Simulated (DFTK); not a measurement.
# KTaO3 (Pm-3m) in DFTK: further runs

Aim: see how the results for KTaO3 move with the level of theory and the settings. Levels: PBEsol, TASK, r2SCAN. Tasks: band structure.

All numbers are computed with DFTK 0.8.2; they aren't measurements. Logs are shortened: lines on timing, memory, paths and dates and some standing lists are left out, and cuts for length are marked.

## (1) The crystal as given

The structure is cubic, space group Pm-3m (No. 221). Conventional cell: a = 3.988 Å, b = 3.988 Å, c = 3.988 Å, α = 90.00°, β = 90.00°, γ = 90.00°. Around Ta (site symmetry m-3m) lie 6 O at 1.99 Å. Around K (site symmetry m-3m) lie 12 O at 2.82 Å. Around O (site symmetry 4/mmm) lie 2 Ta at 1.99 Å.

## (2) Band structure, PBEsol

File run.jl:

```julia
using DFTK
using PseudoPotentialData
using Unitful, UnitfulAtomic
using LinearAlgebra, Printf
include("save.jl")
disable_threading()

# lattice vectors are the columns
lattice = austrip(1u"Å") * [        3.9883            0.0            0.0;
                      0.0         3.9883            0.0;
                      0.0            0.0         3.9883]
symbols   = [:Ta, :K, :O, :O, :O]
positions = [[0.0, 0.0, 0.0],
             [0.5, 0.5, 0.5],
             [0.0, 0.0, 0.5],
             [0.0, 0.5, 0.0],
             [0.5, 0.0, 0.0]]
pseudopotentials = Dict(:K => "K.upf", :O => "O.upf", :Ta => "Ta.upf")
elements = Dict(s => ElementPsp(s, pseudopotentials; rcut=10.0) for s in unique(symbols))
atoms    = [elements[s] for s in symbols]

build_model(lattice, positions; symmetries=true) =
    model_DFT(lattice, atoms, positions;
              functionals=PBEsol(),
              temperature=austrip(0.05u"eV"),
              smearing=Smearing.FermiDirac(),
              symmetries)
Ecut  = 30.0  # hartree
kgrid = [7, 7, 7]
tol   = 1e-6
to_GPa = ustrip(uconvert(u"GPa", 1u"hartree/bohr^3"))

model = build_model(lattice, positions)
basis = PlaneWaveBasis(model; Ecut, kgrid)
display(basis)
scfres = self_consistent_field(basis;
                               tol,
                               nbandsalg=AdaptiveBands(model; n_bands_converge=25))
display(scfres.energies)
@printf "Fermi level: %.6f eV\n" ustrip(auconvert(u"eV", something(scfres.εF, NaN)))
forces = compute_forces_cart(scfres)
println("Forces (eV/Å)")
for (s, f) in zip(symbols, forces)
    @printf "%-3s %12.6f %12.6f %12.6f\n" s ustrip.(auconvert.(u"eV/Å", f))...
end
stress = compute_stresses_cart(scfres)
println("Stress (GPa)")
display(round.(stress * to_GPa; digits=4))
println("Levels at the first k-point (eV): ", round.(ustrip.(auconvert.(u"eV", scfres.eigenvalues[1][1:scfres.n_bands_converge])); digits=4))
save_scf!(scfres; forces, stress)

points = Dict("G" => [0.0, 0.0, 0.0], "M" => [0.5, 0.5, 0.0], "R" => [0.5, 0.5, 0.5], "X" => [0.0, 0.5, 0.0])
segments = [("G", "X", 6), ("X", "M", 6), ("M", "G", 8), ("G", "R", 10), ("R", "X", 8), ("M", "R", 6)]
kcoords = vcat([[points[a] + t * (points[b] - points[a]) for t in range(0, 1, n)] for (a, b, n) in segments]...)
bands = compute_bands(scfres, ExplicitKpoints(kcoords); n_bands=27, tol=1e-5)
for (k, ε) in zip(bands.basis.kpoints, bands.eigenvalues)
    @printf "%d %8.4f %8.4f %8.4f " k.spin k.coordinate...
    println(join([@sprintf("%9.4f", e) for e in ustrip.(auconvert.(u"eV", ε .- scfres.εF))]))
end
results["band_energies"] = rows(bands.eigenvalues); results["band_kpoints"] = rows(kcoords)
```

Potentials or basis: SPMS 1.0 (PBE).

Run with:

```console
$ julia --threads=1 run.jl  # save.jl only writes the numbers to a file and isn't shown; printed stress counts tension as positive; times include loading and compiling
```

Log:

```text
PlaneWaveBasis discretization:

    Ecut                 : 30.0 Ha
    fft_size             : (40, 40, 40), 64000 total points
    kgrid                : MonkhorstPack([7, 7, 7])
    num.   red. kpoints  : 343
    num. irred. kpoints  : 20

    Discretized Model(gga_x_pbe_sol+gga_c_pbe_sol, 3D):
        lattice (in Bohr)    : [7.53679   , 0         , 0         ]
                               [0         , 7.53679   , 0         ]
                               [0         , 0         , 7.53679   ]
        unit cell volume     : 428.11 Bohr³

        atoms                : KO₃Ta
        atom potentials      : ElementPsp(:Ta, "Ta.upf")
                               ElementPsp(:K, "K.upf")
                               ElementPsp(:O, "O.upf")
                               ElementPsp(:O, "O.upf")
                               ElementPsp(:O, "O.upf")

        num. electrons       : 40
        spin polarization    : none
        temperature          : 0.0018375 Ha
        smearing             : DFTK.Smearing.FermiDirac()

        terms                : Kinetic()
                               AtomicLocal()
                               AtomicNonlocal()
                               Ewald(nothing)
                               PspCorrection()
                               Hartree()
                               Xc(gga_x_pbe_sol, gga_c_pbe_sol)
                               Entropy()
n     Energy            log10(ΔE)   log10(Δρ)   Diag   Δtime
---   ---------------   ---------   ---------   ----   ------
  1   -144.4670353183                   -0.29    5.8    9.24s
  2   -144.5915631285       -0.90       -0.37    4.7    6.39s
  3   -144.8295991667       -0.62       -0.75    5.0    7.79s
  4   -144.8633649678       -1.47       -1.20    3.4    5.38s
  5   -144.8656264645       -2.65       -1.58    1.6    4.44s
  6   -144.8662428686       -3.21       -2.52    1.7    5.12s
  7   -144.8662561471       -4.88       -2.77    4.8    7.90s
  8   -144.8662590906       -5.53       -3.33    2.0    4.77s
  9   -144.8662593582       -6.57       -3.59    4.0    6.39s
 10   -144.8662594288       -7.15       -4.54    2.1    5.84s
 11   -144.8662594333       -8.34       -4.90    5.6    7.90s
 12   -144.8662594335       -9.87       -5.40    2.2    5.12s
 13   -144.8662594335      -11.00       -5.44    4.6    6.39s
 14   -144.8662594335      -10.92       -6.25    1.6    5.55s
Energy breakdown (in Ha):
    Kinetic             59.6781817
    AtomicLocal         -89.1079559
    AtomicNonlocal      -14.8394465
    Ewald               -103.6822364
    PspCorrection       7.7116332
    Hartree             28.6369161
    Xc                  -33.2633517
    Entropy             -0.0000000

    total               -144.866259433503
Fermi level: 4.419005 eV
Forces (eV/Å)
Ta      0.000000     0.000000     0.000000
K       0.000000     0.000000     0.000000
O       0.000000     0.000000     0.000000
O       0.000000    -0.000000    -0.000000
O      -0.000000     0.000000     0.000000
Stress (GPa)
3×3 StaticArraysCore.SMatrix{3, 3, Float64, 9} with indices SOneTo(3)×SOneTo(3):
  7.7113  -0.0     -0.0
 -0.0      7.7113  -0.0
 -0.0     -0.0      7.7113
Levels at the first k-point (eV): [-63.9039, -30.5032, -30.5032, -30.5032, -23.7566, -14.1251, -13.4182, -13.4182, -7.3592, -7.3592, -7.3592, 0.948, 0.948, 0.948, 2.3025, 2.3025, 2.3025, 2.7312, 2.7312, 2.7312, 5.5215, 5.5215, 5.5215, 9.82, 10.1711]
1   0.0000   0.0000   0.0000  -68.3229 -34.9222 -34.9222 -34.9222 -28.1756 -18.5442 -17.8372 -17.8372 -11.7782 -11.7782 -11.7782  -3.4710  -3.4710  -3.4710  -2.1165  -2.1165  -2.1165  -1.6878  -1.6878  -1.6878   1.1025   1.1025   1.1025   5.4010   5.7521   5.7521   6.8990
1   0.0000   0.1000   0.0000  -68.3229 -34.9313 -34.9219 -34.9219 -28.1728 -18.5124 -17.8348 -17.7842 -11.7744 -11.7744 -11.7642  -3.7058  -3.4815  -3.4815  -2.2726  -2.2726  -2.1607  -1.9970  -1.7474  -1.7474   1.1175   1.4302   1.4302   5.5820   5.7587   6.1849   7.0294
1   0.0000   0.2000   0.0000  -68.3227 -34.9551 -34.9210 -34.9210 -28.1654 -18.4596 -17.8288 -17.6041 -11.7644 -11.7644 -11.7275  -4.4439  -3.5141  -3.5141  -2.6532  -2.6532  -2.5249  -2.2866  -1.8191  -1.8191   1.1574   2.1859   2.1859   5.7722   6.0103   7.0492   7.3806
1   0.0000   0.3000   0.0000  -68.3226 -34.9841 -34.9198 -34.9198 -28.1563 -18.4377 -17.8215 -17.3107 -11.7520 -11.7520 -11.6816  -5.4256  -3.5591  -3.5591  -3.0340  -3.0340  -2.9097  -2.4343  -1.8678  -1.8678   1.2080   3.0393   3.0393   5.7847   6.5712   7.6161   7.8352
1   0.0000   0.4000   0.0000  -68.3224 -35.0074 -34.9189 -34.9189 -28.1490 -18.4394 -17.8156 -17.0258 -11.7420 -11.7420 -11.6440  -6.2152  -3.5973  -3.5973  -3.2909  -3.2909  -3.1345  -2.5460  -1.8979  -1.8979   1.2500   3.7241   3.7241   5.7930   7.1090   7.9036   8.2239
1   0.0000   0.5000   0.0000  -68.3224 -35.0162 -34.9186 -34.9186 -28.1462 -18.4429 -17.8133 -16.9062 -11.7381 -11.7381 -11.6296  -6.5164  -3.6138  -3.6138  -3.3784  -3.3784  -3.2121  -2.5903  -1.9115  -1.9115   1.2664   3.9922   3.9922   5.7959   7.3713   7.9420   8.3772
[... 36 lines left out ...]
1   0.5000   0.5000   0.4000  -68.3213 -35.0076 -35.0076 -34.9986 -28.1167 -17.0150 -16.8914 -16.8914 -12.0267 -12.0267 -12.0189  -6.5728  -6.4560  -6.1818  -5.0288  -4.9032  -4.9032  -1.1380  -1.1380  -1.0478   5.2583   5.2583   5.4599   7.8165   7.9919   7.9919   9.7406
1   0.5000   0.5000   0.5000  -68.3212 -35.0072 -35.0072 -35.0072 -28.1152 -16.8826 -16.8826 -16.8826 -12.0531 -12.0531 -12.0531  -6.6132  -6.4534  -6.4534  -4.9656  -4.9656  -4.9656  -1.0414  -1.0414  -1.0414   5.4731   5.4731   5.4731   7.7607   7.7607   7.7607   9.6129
```

Wall time 4 min (1 thread of Intel Xeon Platinum 8488C (Sapphire Rapids), shared host); peak memory 1.9 GiB.

What came out:

```yaml
Free_energy: -3942.0117 eV
Band_gap_on_the_k_mesh: 2.20 eV, indirect (least direct gap 2.79 eV)
Band_gap_along_the_path: 2.14 eV, indirect (least direct gap 2.79 eV)
```

Levels at the corners of the path, in eV from the valence-band top:
```csv
point,band 16,band 17,band 18,band 19,band 20,band 21,band 22,band 23,band 24,band 25
Γ,-1.08,-1.08,-0.65,-0.65,-0.65,2.14,2.14,2.14,6.44,6.79
X,-2.34,-2.17,-1.55,-0.87,-0.87,2.31,5.03,5.03,6.84,8.41
M,-2.86,-1.66,-1.45,-1.45,-0.04,5.07,5.07,6.37,7.67,10.03
Γ,-1.08,-1.08,-0.65,-0.65,-0.65,2.14,2.14,2.14,6.44,6.79
R,-3.92,-3.92,0.00,0.00,0.00,6.51,6.51,6.51,8.80,8.80
X,-2.34,-2.17,-1.55,-0.87,-0.87,2.31,5.03,5.03,6.84,8.41
M,-2.86,-1.66,-1.45,-1.45,-0.04,5.07,5.07,6.37,7.67,10.03
R,-3.92,-3.92,0.00,0.00,0.00,6.51,6.51,6.51,8.80,8.80
```

Caveat: the cutoff is short for these potentials, so energies and forces aren't converged, fitted volumes are rough and the log's stress (off by 3 to 10 GPa or more in trials) isn't used; the potentials were made for another functional, which shifts forces and pressure; spin-orbit coupling is left out, which moves the levels of the heavy elements.

## (3) Band structure, TASK

Edit run.jl of step 2 so:

```diff
@@ -23,3 +23,3 @@
     model_DFT(lattice, atoms, positions;
-              functionals=PBEsol(),
+              functionals=[:mgga_x_task, :lda_c_pw],
               temperature=austrip(0.05u"eV"),
@@ -27,4 +27,4 @@
               symmetries)
-Ecut  = 30.0  # hartree
-kgrid = [7, 7, 7]
+Ecut  = 47.0  # hartree
+kgrid = [4, 4, 4]
 tol   = 1e-6
```

Potentials or basis: in-house norm-conserving set (r2SCAN, scalar relativistic).

Run with:

```console
$ julia --threads=1 run.jl  # save.jl only writes the numbers to a file and isn't shown; printed stress counts tension as positive; times include loading and compiling
```

Log:

```text
[... set-up lines left out ...]
n     Energy            log10(ΔE)   log10(Δρ)   log10(Δτ)   Diag   Δtime
---   ---------------   ---------   ---------   ---------   ----   ------
  1   -153.0498427890                   -0.17        1.02   11.9    35.6s
  2   -153.3453603184       -0.53       -0.28        0.60    7.9    25.0s
  3   -153.5224019664       -0.75       -0.51       -0.22    7.1    27.3s
  4   -153.5988828786       -1.12       -0.90       -0.24    5.2    24.4s
  5   -153.6046977802       -2.24       -1.14       -0.96    3.3    13.5s
  6   -153.6086196703       -2.41       -2.08       -0.68    3.8    14.5s
  7   -153.6086418385       -4.65       -2.34       -2.28    4.1    16.1s
  8   -153.6086691217       -4.56       -3.08       -1.82    3.6    14.1s
  9   -153.6086701012       -6.01       -3.64       -3.13    6.6    18.2s
 10   -153.6086701559       -7.26       -4.06       -3.49    6.3    16.9s
 11   -153.6086701663       -7.98       -4.35       -3.40    5.8    18.2s
 12   -153.6086701679       -8.82       -4.88       -4.16    3.5    13.8s
 13   -153.6086701682       -9.53       -5.27       -4.19    5.7    16.0s
 14   -153.6086701682      -10.73       -5.62       -5.20    4.5    16.9s
 15   -153.6086701682      -11.13       -6.61       -5.14    5.0    17.2s
Energy breakdown (in Ha):
    Kinetic             64.1653327
    AtomicLocal         -115.1840254
    AtomicNonlocal      13.2837111
    Ewald               -103.6822364
    PspCorrection       2.5755728
    Hartree             29.0389614
    Xc                  -43.8059863
    Entropy             -0.0000000

    total               -153.608670168196
Fermi level: 8.146629 eV
Forces (eV/Å)
Ta      0.000000    -0.000000    -0.000000
K       0.000000     0.000000    -0.000000
O      -0.000000    -0.000000     0.000000
O       0.000000    -0.000000     0.000000
O      -0.000000    -0.000000     0.000000
Stress (GPa)
3×3 StaticArraysCore.SMatrix{3, 3, Float64, 9} with indices SOneTo(3)×SOneTo(3):
 -10.3648   -0.0      -0.0
  -0.0     -10.3648    0.0
  -0.0       0.0     -10.3648
Levels at the first k-point (eV): [-65.7767, -30.4094, -30.4094, -30.4094, -22.9783, -12.8988, -12.2114, -12.2114, -5.1075, -5.1075, -5.1075, 4.0256, 4.0256, 4.0256, 5.4762, 5.4762, 5.4762, 5.9445, 5.9445, 5.9445, 9.7139, 9.7139, 9.7139, 13.988, 13.988]
1   0.0000   0.0000   0.0000  -73.9234 -38.5561 -38.5561 -38.5561 -31.1249 -21.0454 -20.3580 -20.3580 -13.2541 -13.2541 -13.2541  -4.1211  -4.1211  -4.1211  -2.6705  -2.6705  -2.6705  -2.2021  -2.2021  -2.2021   1.5673   1.5673   1.5673   5.8414   5.8414   7.6828   8.8116
1   0.0000   0.1000   0.0000  -73.9233 -38.5660 -38.5557 -38.5557 -31.1224 -21.0116 -20.3561 -20.3032 -13.2506 -13.2506 -13.2416  -4.3653  -4.1280  -4.1280  -2.8027  -2.8027  -2.7082  -2.5040  -2.2618  -2.2618   1.5791   1.8638   1.8638   5.8439   6.2828   7.8964   8.9338
1   0.0000   0.2000   0.0000  -73.9231 -38.5918 -38.5548 -38.5548 -31.1159 -20.9548 -20.3512 -20.1177 -13.2412 -13.2412 -13.2085  -5.1192  -4.1441  -4.1441  -3.1499  -3.1499  -3.0079  -2.8049  -2.3394  -2.3394   1.6104   2.5775   2.5775   5.8500   7.1294   8.5716   9.2608
1   0.0000   0.3000   0.0000  -73.9229 -38.6234 -38.5537 -38.5537 -31.1078 -20.9286 -20.3451 -19.8203 -13.2296 -13.2296 -13.1674  -6.1261  -4.1555  -4.1555  -3.5348  -3.5348  -3.3570  -2.9205  -2.3914  -2.3914   1.6497   3.4041   3.4041   5.8573   7.7959   9.4108   9.6819
1   0.0000   0.4000   0.0000  -73.9227 -38.6487 -38.5528 -38.5528 -31.1012 -20.9267 -20.3402 -19.5366 -13.2202 -13.2202 -13.1338  -6.9346  -4.1408  -4.1408  -3.8317  -3.8317  -3.5571  -3.0111  -2.4235  -2.4235   1.6821   4.0669   4.0669   5.8628   8.2200   9.9075  10.0394
1   0.0000   0.5000   0.0000  -73.9226 -38.6584 -38.5525 -38.5525 -31.0987 -20.9287 -20.3383 -19.4188 -13.2166 -13.2166 -13.1209  -7.2400  -4.1045  -4.1045  -3.9686  -3.9686  -3.6240  -3.0450  -2.4346  -2.4346   1.6946   4.3243   4.3243   5.8649   8.3726  10.0762  10.1807
[... 36 lines left out ...]
1   0.5000   0.5000   0.4000  -73.9213 -38.6502 -38.6502 -38.6403 -31.0726 -19.5305 -19.4081 -19.4081 -13.4456 -13.4456 -13.4388  -7.2429  -7.2104  -6.8936  -5.6105  -5.4875  -5.4875  -1.6584  -1.6584  -1.5706   5.6386   5.6386   5.8195   9.5640   9.7242   9.7242  11.7991
1   0.5000   0.5000   0.5000  -73.9212 -38.6498 -38.6498 -38.6498 -31.0713 -19.4014 -19.4014 -19.4014 -13.4668 -13.4668 -13.4668  -7.2415  -7.2415  -7.1824  -5.5601  -5.5601  -5.5601  -1.5673  -1.5673  -1.5673   5.8288   5.8288   5.8288   9.5214   9.5214   9.5214  12.1983
```

Run time: 12 min. Hardware: 1 thread of Intel Xeon Platinum 8488C (Sapphire Rapids), shared host; peak memory 2.3 GiB.

What came out:

```yaml
Free_energy: -4179.9049 eV
Pressure: 10.4 GPa
Band_gap_on_the_k_mesh: 3.13 eV, indirect (least direct gap 3.77 eV)
Band_gap_along_the_path: 3.13 eV, indirect (least direct gap 3.77 eV)
```

Levels at the corners of the path, in eV from the valence-band top:
```csv
point,band 18,band 19,band 20,band 21,band 22,band 23
Γ,-0.63,-0.63,-0.63,3.13,3.13,3.13
X,-1.48,-0.87,-0.87,3.26,5.89,5.89
M,-1.45,-1.45,-0.03,5.93,5.93,7.30
Γ,-0.63,-0.63,-0.63,3.13,3.13,3.13
R,0.00,0.00,0.00,7.40,7.40,7.40
X,-1.48,-0.87,-0.87,3.26,5.89,5.89
M,-1.45,-1.45,-0.03,5.93,5.93,7.30
R,0.00,0.00,0.00,7.40,7.40,7.40
```

Caveat: the program warned that the kinetic-energy density falls under its von Weizsäcker bound, which can give unphysical results; the potentials were made for another functional, which shifts forces and pressure; spin-orbit coupling is left out, which moves the levels of the heavy elements.

## (4) Band structure, r2SCAN

Edit run.jl of step 3 so:

```diff
@@ -7,12 +7,7 @@
 
-# lattice vectors are the columns
-lattice = austrip(1u"Å") * [        3.9883            0.0            0.0;
-                      0.0         3.9883            0.0;
-                      0.0            0.0         3.9883]
-symbols   = [:Ta, :K, :O, :O, :O]
-positions = [[0.0, 0.0, 0.0],
-             [0.5, 0.5, 0.5],
-             [0.0, 0.0, 0.5],
-             [0.0, 0.5, 0.0],
-             [0.5, 0.0, 0.0]]
+lines     = readlines("KTaO3.xyz")
+cell_ang  = reshape(parse.(Float64, split(match(r"Lattice=\"([^\"]+)\"", lines[2])[1])), 3, 3)
+lattice   = austrip(1u"Å") * cell_ang
+symbols   = [Symbol(split(l)[1]) for l in lines[3:end]]
+positions = [round.(cell_ang \ parse.(Float64, split(l)[2:4]); digits=9) for l in lines[3:end]]
 pseudopotentials = Dict(:K => "K.upf", :O => "O.upf", :Ta => "Ta.upf")
@@ -23,3 +18,3 @@
     model_DFT(lattice, atoms, positions;
-              functionals=[:mgga_x_task, :lda_c_pw],
+              functionals=r2SCAN(),
               temperature=austrip(0.05u"eV"),
```

File KTaO3.xyz:

```xyz
5
Lattice="3.9883000000 0.0000000000 0.0000000000 0.0000000000 3.9883000000 0.0000000000 0.0000000000 0.0000000000 3.9883000000" Properties=species:S:1:pos:R:3 pbc="T T T"
Ta     0.0000000000      0.0000000000      0.0000000000
K      1.9941500000      1.9941500000      1.9941500000
O      0.0000000000      0.0000000000      1.9941500000
O      0.0000000000      1.9941500000      0.0000000000
O      1.9941500000      0.0000000000      0.0000000000
```

Run with:

```console
$ julia --threads=1 run.jl  # save.jl only writes the numbers to a file and isn't shown; printed stress counts tension as positive; times include loading and compiling
```

Wall time 12 min (1 thread of Intel Xeon Platinum 8488C (Sapphire Rapids), shared host); peak memory 2.2 GiB.

It converged, with:

```
Free energy             : -4209.1250 eV
Pressure                : 0.8 GPa
Band gap on the k mesh  : 2.62 eV, indirect (least direct gap 3.26 eV)
Band gap along the path : 2.62 eV, indirect (least direct gap 3.26 eV)
```

Levels at the corners of the path, in eV from the valence-band top:
```csv
point,band 16,band 17,band 18,band 19,band 20,band 21,band 22,band 23,band 24,band 25
Γ,-1.08,-1.08,-0.64,-0.64,-0.64,2.62,2.62,2.62,7.17,7.17
X,-2.37,-2.13,-1.53,-0.87,-0.87,2.77,5.45,5.45,7.20,9.18
M,-2.82,-1.70,-1.45,-1.45,-0.04,5.49,5.49,6.80,8.20,10.81
Γ,-1.08,-1.08,-0.64,-0.64,-0.64,2.62,2.62,2.62,7.17,7.17
R,-3.94,-3.94,0.00,0.00,0.00,6.93,6.93,6.93,9.67,9.67
X,-2.37,-2.13,-1.53,-0.87,-0.87,2.77,5.45,5.45,7.20,9.18
M,-2.82,-1.70,-1.45,-1.45,-0.04,5.49,5.49,6.80,8.20,10.81
R,-3.94,-3.94,0.00,0.00,0.00,6.93,6.93,6.93,9.67,9.67
```

Caveat: the program warned that the kinetic-energy density falls under its von Weizsäcker bound, which can give unphysical results; spin-orbit coupling is left out, which moves the levels of the heavy elements. r2SCAN opens gaps a little over a GGA but as a rule still falls short of measured ones.

## (5) The reference run

An earlier run on the cell as given: functional PBE; potentials or basis dojo.nc.sr.pbe.v0_4_1.standard.upf (PBE); cutoff 1143 eV; k mesh 7 × 7 × 7; occupations fermi-dirac, width 0.05 eV; no spin polarisation.

- Pressure: 4.4 GPa
- Band gap on the k mesh: 2.30 eV, indirect (least direct gap 2.87 eV)

## (6) Overview

```csv
task,level,potentials or basis,k mesh,cutoff (eV),gap on the mesh (eV),pressure (GPa)
band structure,PBEsol,SPMS 1.0 (PBE),7 × 7 × 7,816,2.20,-
band structure,TASK,"in-house norm-conserving set (r2SCAN, scalar relativistic)",4 × 4 × 4,1279,3.13,10.4
band structure,r2SCAN,"in-house norm-conserving set (r2SCAN, scalar relativistic)",4 × 4 × 4,1279,2.62,0.8
single point,PBE,dojo.nc.sr.pbe.v0_4_1.standard.upf (PBE),7 × 7 × 7,1143,2.30,4.4
```

Alike in all rows: no spin polarisation; cell as given; smearing fermi-dirac 0.05 eV.

Caveats: spin-orbit coupling is left out, which moves the levels of the heavy elements; the potentials were made for another functional, which shifts forces and pressure (some runs); the program warned that the kinetic-energy density falls under its von Weizsäcker bound, which can give unphysical results (some runs); an odd mesh through Γ misses points on the zone boundary, where band edges often lie (some runs).

Absolute energies hang on the potentials; compare differences alone.
